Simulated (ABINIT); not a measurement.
## Quasiparticle gap of GaN (P6_3mc) in ABINIT

How does a plane-wave GW calculation on GaN (P6_3mc) run from the first input to the gap?

Main program and level: ABINIT 10.8.3; LDA and many-body steps on it, plane waves.

The database entry behind the starting cell has ideal inner coordinates that were not refined, so it need not match the best structure at ambient conditions.

**1. Starting point**

The structure is hexagonal, space group P6_3mc (No. 186). Conventional cell: a = 3.190 Å, b = 3.190 Å, c = 5.189 Å, α = 90.00°, β = 90.00°, γ = 120.00°. Nearest to Ga lie 4 N at 1.95 Å. Nearest to N lie 4 Ga at 1.95 Å. Farther neighbours and most contacts between anions are not listed.

The cell and positions come from the Crystallography Open Database and are kept as given unless a step says otherwise.

**2. Ground state**

This step: ABINIT 10.8.3; DFT, LDA, plane waves, norm-conserving pseudopotentials.

The ground-state density comes first.

run.abi

```
acell 3*1.0 Angstrom
rprim 
  3.190000000016 -0.000000000004 0.000000000000
  -1.595000000005 2.762621038088 0.000000000000
  0.000000000000 0.000000000000 5.189000000000
ntypat 2
znucl 31 7
natom 4
typat 1 1 2 2
xred 
  0.666666666667 0.333333333333 0.000000000000
  0.333333333333 0.666666666667 0.500000000000
  0.666666666667 0.333333333333 0.375000000000
  0.333333333333 0.666666666667 0.875000000000
pp_dirpath "pseudos"
pseudos "Ga.upf, N.upf"
ecut 45
ngkpt 6 6 4
nshiftk 1
shiftk 0 0 0
kptopt 1
chksymbreak 0
nband 32
occopt 1
tolvrs 1e-10
nstep 60
prtwf 0
optforces 0
optstress 0
indata_prefix "in"
outdata_prefix "out"
tmpdata_prefix "tmp"
```

The run is started by

```
$ OMP_NUM_THREADS=1 mpirun -n 8 abinit run.abi > log
```

Numbers of over 12 decimals in the logs are rounded to 6 here.

What it wrote:

```text
.Version 10.8.3 of ABINIT. v10.8.2 released Aug 2026.

 Symmetries : space group P6_3 m c (#186); Bravais hP (primitive hexag.)
================================================================================
 Values of the parameters that define the memory need of the present run
     intxc =       0    ionmov =       0      iscf =       7    lmnmax =       6
     lnmax =       6     mgfft =      60  mpssoang =       3    mqgrid =    3001
     natom =       4  nloc_mem =       1    nspden =       1   nspinor =       1
    nsppol =       1      nsym =      12    n1xccc =    2501    ntypat =       2
    occopt =       1   xclevel =       1
-    mband =          32        mffmem =           1         mkmem =           3
       mpw =        4506          nfft =       96000          nkpt =          21
================================================================================
  Rough estimation (10% accuracy) of disk space for files :
================================================================================

--------------------------------------------------------------------------------
------------- Echo of variables that govern the present computation ------------
--------------------------------------------------------------------------------
 -outvars: echo values of preprocessed input variables --------
            acell      1.8897261259E+00  1.8897261259E+00  1.8897261259E+00 Bohr

      chksymbreak           0
             ecut      4.50000000E+01 Hartree
-          fftalg         312

              ixc       -1012
              kpt      0.00000000E+00  0.00000000E+00  0.00000000E+00
                       1.66666667E-01  0.00000000E+00  0.00000000E+00
                       3.33333333E-01  0.00000000E+00  0.00000000E+00
                       5.00000000E-01  0.00000000E+00  0.00000000E+00
                       1.66666667E-01  1.66666667E-01  0.00000000E+00
                       3.33333333E-01  1.66666667E-01  0.00000000E+00
                       3.33333333E-01  3.33333333E-01  0.00000000E+00
                       0.00000000E+00  0.00000000E+00  2.50000000E-01
                       1.66666667E-01  0.00000000E+00  2.50000000E-01
   [... 10 further rows ...]
                       3.33333333E-01  1.66666667E-01  5.00000000E-01
                       3.33333333E-01  3.33333333E-01  5.00000000E-01
         kptrlatt        6    0    0      0    6    0      0    0    4
          kptrlen      3.61693581E+01
P           mkmem           3
            natom           4
            nband          32
            ngfft          40      40      60
             nkpt          21
            nstep          60
             nsym          12
           ntypat           2
              occ      2.000000  2.000000  2.000000  2.000000  2.000000  2.000000
                       2.000000  2.000000  2.000000  2.000000  2.000000  2.000000
                       2.000000  2.000000  2.000000  2.000000  2.000000  2.000000
                       2.000000  2.000000  2.000000  2.000000  2.000000  2.000000
                       2.000000  2.000000  0.000000  0.000000  0.000000  0.000000
                       0.000000  0.000000
        optforces           0
        optstress           0
            prtwf           0
            rprim      3.1900000000E+00 -4.0000000000E-12  0.0000000000E+00
[...]
spgroup         186

           tolvrs      1.00000000E-10

             xred      6.6666666667E-01  3.3333333333E-01  0.0000000000E+00
[...]
znucl       31.00000    7.00000

================================================================================

 chkinp: Checking input parameters for consistency.

================================================================================
== DATASET  1 ==================================================================
-   mpi_nproc: 8, omp_nthreads: 1 (-1 if OMP is not activated)

--- !DatasetInfo
iteration_state: {dtset: 1, }
dimensions: {natom: 4, nkpt: 21, mband: 32, nsppol: 1, nspinor: 1, nspden: 1, mpw: 4506, }
cutoff_energies: {ecut:  45.0, pawecutdg:  -1.0, }
electrons: {nelect:   5.20000000E+01, charge:   0.00000000E+00, occopt:   1.00000000E+00, tsmear:   1.00000000E-02, }

 Real(R)+Recip(G) space primitive vectors, cartesian coordinates (Bohr,Bohr^-1):
 R(1)=  6.0282263  0.0000000  0.0000000  G(1)=  0.1658863  0.0957745  0.0000000
 R(2)= -3.0141132  5.2205972  0.0000000  G(2)=  0.0000000  0.1915490  0.0000000
 R(3)=  0.0000000  0.0000000  9.8057889  G(3)=  0.0000000  0.0000000  0.1019806
 Unit cell volume ucvol=  3.0859741E+02 bohr^3
 Angles (23,13,12)=  9.00000000E+01  9.00000000E+01  1.20000000E+02 degrees

 getcut: wavevector=  0.0000  0.0000  0.0000  ngfft=  40  40  60
         ecut(hartree)=     45.000   => boxcut(ratio)=   2.02627

--- Pseudopotential description ------------------------------------------------
- Ga Generated using ONCVPSP code by D. R. Hamann
- 31.00000  21.00000  180309                  znucl, zion, pspdat
12 -1012 2 -1 1858                            pspcod,pspxc,lmax,lloc,mmax
     nproj     2     2     2
  pspatm : epsatm=   21.89818218
         --- l  ekb(1:nproj) -->
[...]
pspatm: atomic psp has been read  and splines computed

- N Generated using ONCVPSP code by D. R. Hamann
-  7.00000   5.00000  180309                  znucl, zion, pspdat
12 -1012 1 -1 1058                            pspcod,pspxc,lmax,lloc,mmax
     nproj     2     2     0
  pspatm : epsatm=    5.30777321
         --- l  ekb(1:nproj) -->
[...]
pspatm: atomic psp has been read  and splines computed

   2.82941936E+03                                ecore*ucvol(ha*bohr**3)
--------------------------------------------------------------------------------

_setup2: Arith. and geom. avg. npw (full set) are    4450.160    4450.144

================================================================================

--- !BeginCycle
iteration_state: {dtset: 1, }
solver: {iscf: 7, nstep: 60, nline: 4, wfoptalg: 0, }
tolerances: {tolvrs: 1.00E-10, }

     iter   Etot(hartree)      deltaE(h)  residm     vres2
 ETOT  1  -514.25808187259    -5.143E+02 5.953E-01 2.145E+03
 ETOT  2  -516.08293902612    -1.825E+00 3.172E-02 3.102E+03
 ETOT  3  -516.69111417892    -6.082E-01 6.841E-02 4.858E+01
 ETOT  4  -516.69558679256    -4.473E-03 1.110E-02 3.084E+01
 ETOT  5  -516.69819259320    -2.606E-03 5.074E-03 7.204E+00
 ETOT  6  -516.69940824126    -1.216E-03 1.112E-03 4.252E-01
 ETOT  7  -516.69949102087    -8.278E-05 1.648E-03 7.225E-02
 ETOT  8  -516.69950287821    -1.186E-05 8.913E-04 8.915E-04
 ETOT  9  -516.69950302027    -1.421E-07 1.063E-03 1.368E-04
 ETOT 10  -516.69950304265    -2.238E-08 4.214E-04 7.228E-07
 ETOT 11  -516.69950304283    -1.846E-10 3.969E-04 5.069E-10
 ETOT 12  -516.69950304282     7.390E-12 1.375E-04 2.338E-11

 At SCF step   12       vres2   =  2.34E-11 < tolvrs=  1.00E-10 =>converged.

--- !ResultsGS
iteration_state: {dtset: 1, }
comment   : Summary of ground state results
lattice_vectors:
- [  6.0282263,  -0.0000000,   0.0000000, ]
- [ -3.0141132,   5.2205972,   0.0000000, ]
- [  0.0000000,   0.0000000,   9.8057889, ]
lattice_lengths: [   6.02823,    6.02823,    9.80579, ]
lattice_angles: [ 90.000,  90.000, 120.000, ] # degrees, (23, 13, 12)
lattice_volume:   3.0859741E+02
convergence: {deltae:  7.390E-12, res2:  2.338E-11, residm:  1.375E-04, diffor:  0.000E+00, }
etotal    :  -5.16699503E+02
entropy   :   0.00000000E+00
fermie    :   2.39631527E-01
cartesian_stress_tensor: null
pressure_GPa: null
xred      :
- [  6.6667E-01,   3.3333E-01,   0.0000E+00, Ga]
- [  3.3333E-01,   6.6667E-01,   5.0000E-01, Ga]
- [  6.6667E-01,   3.3333E-01,   3.7500E-01,  N]
- [  3.3333E-01,   6.6667E-01,   8.7500E-01,  N]
cartesian_forces: null
force_length_stats: {min: null, max: null, mean: null, }

 Integrated electronic density in atomic spheres:
 ------------------------------------------------
 Atom  Sphere_radius  Integrated_density
[...]
4        2.00000          5.22145282
================================================================================

 ----iterations are completed or convergence reached----

 Mean square residual over all n,k,spin=   28.684E-08; max=  13.750E-05
 reduced coordinates (array xred) for    4 atoms
       0.666666666667      0.333333333333      0.000000000000
       0.333333333333      0.666666666667      0.500000000000
       0.666666666667      0.333333333333      0.375000000000
       0.333333333333      0.666666666667      0.875000000000
 rms dE/dt=  0.0000E+00; max dE/dt=  0.0000E+00; dE/dt below (all hartree)
    1       0.000000000000      0.000000000000      0.000000000000
    2       0.000000000000      0.000000000000      0.000000000000
    3       0.000000000000      0.000000000000      0.000000000000
    4       0.000000000000      0.000000000000      0.000000000000

 cartesian coordinates (angstrom) at end:
    1      1.595000     0.920874     0.000000
    2      2e-12     1.841747     2.594500
    3      1.595000     0.920874     1.945875
    4      2e-12     1.841747     4.540375
 length scales=  1.889726125908  1.889726125908  1.889726125908 bohr
              =  1.000000000000  1.000000000000  1.000000000000 angstroms
 prteigrs : about to open file out_EIG
 Fermi (or HOMO) energy (hartree) =   0.23963   Average Vxc (hartree)=  -0.44881
 Eigenvalues (hartree) for nkpt=  21  k points:
 kpt#   1, nband= 32, wtk=  0.00694, kpt=  0.0000  0.0000  0.0000 (reduced coord)
  -4.95825   -4.95825   -3.16348   -3.16334   -3.16334   -3.16332   -3.16332   -3.16332
  -0.34223   -0.31192   -0.26167   -0.26080   -0.26080   -0.25863   -0.25863   -0.25199
  -0.25199   -0.24877   -0.24877   -0.19592   -0.02328    0.20088    0.20088    0.23715
   0.23963    0.23963    0.31003    0.39216    0.57142    0.59695    0.59695    0.62900
 prteigrs : prtvol=0 or 1, do not print more k-points.

--- !EnergyTerms
iteration_state     : {dtset: 1, }
comment             : Components of total free energy in Hartree
kinetic             :  2.54802047096249E+02
hartree             :  2.00414981027042E+02
xc                  : -5.66589325994576E+01
Ewald energy        : -2.70513489358838E+02
psp_core            :  9.16864273309064E+00
local_psp           : -5.32940628302238E+02
non_local_psp       : -1.20972123638672E+02
total_energy        : -5.16699503042825E+02
total_energy_eV     : -1.40601097504047E+04
band_energy         : -6.24676551734075E+01

== END DATASET(S) ==============================================================
================================================================================

 -outvars: echo values of variables after computation  --------
           etotal     -5.1669950304E+02
            nband          32
             nkpt          21
          spgroup         186
 [... the other variables as echoed above ...]

 Calculation completed.
```

Elapsed: 34 s, on 8 MPI ranks of Arm Neoverse N1, shared host; peak memory 0.64 GiB; 4.5 min of CPU time.

This step gave:

```yaml
total_energy: -14060.1098 eV
gap: 1.916 eV
k_of_the_valence_top: 0, 0, 0
k_of_the_conduction_bottom: 0, 0, 0
least_direct_gap: 1.916 eV
```

The gap is direct, at Γ.

(Part 1 of 3 ends here.)

[Paths, hosts, dates, memory and timing lines, banners, echoed tables and standing remarks are left out of the program output.]

[Logs are printed without paths, hosts, clocks, repeated set-up lines and the standing remarks that a program may print on its own settings, such as how far it seeks lower states.]

[Runs of the session that timed out or met a known fault of the program may be left out.]

[Hosts, paths, dates, database ids (printed as entryN), source tags and the programs' standing remarks are cut or masked in the printed files.]

[G0W0 gaps are taken among the corrected bands and points alone; a level outside them can change the order at an edge.]

[Where Ansatz stands beside ABINIT at settings called matched, ABINIT's density can come from a denser mesh and the files from another edition; pairs whose starting gaps differed by over 0.03 eV were left out, so agreement reads better than it is.]
